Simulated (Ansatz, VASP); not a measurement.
**CdSe in VASP and in Ansatz**

```
Cd Se
1.0
     0.00000    2.68928    2.68928
     2.68928    0.00000    2.68928
     2.68928    2.68928    0.00000
Cd Se
1 1
Cartesian
  0.0000 0.0000 0.0000
  2.6893 2.6893 2.6893
```

Alike in both runs: task relaxation of cell and atoms; functional PBE; k mesh 12 × 12 × 12; occupations fermi-dirac, width 0.03 eV; no spin polarisation.

```csv
,VASP,Ansatz
version,VASP 6.6.1,Ansatz 0.2.0
potentials or method,"VASP PAW PBE potentials, release 64 (Cd, Se)","PAW with Ansatz's default frozen-core files, scalar-relativistic"
plane-wave cutoff (eV),600,420
valence electrons in the cell,18,36
```

Ansatz gave:

| Item | Value |
| --- | --- |
| relaxed volume (Å³/atom) | 23.62 |
| relaxed cell length with the largest relative difference (Å) | 4.057 |
| energy change over the relaxation (meV/atom) | -200 |

Question: What did VASP give for the same quantities?

Answer: Relaxed volume (Å³/atom): 23.72; relaxed cell length with the largest relative difference (Å): 4.064; energy change over the relaxation (meV/atom): -212.

The two sets of potentials don't hold the same shells in valence.

Caveats: the volume moved by over 15 % at a fixed basis, so the end points are rough (VASP).
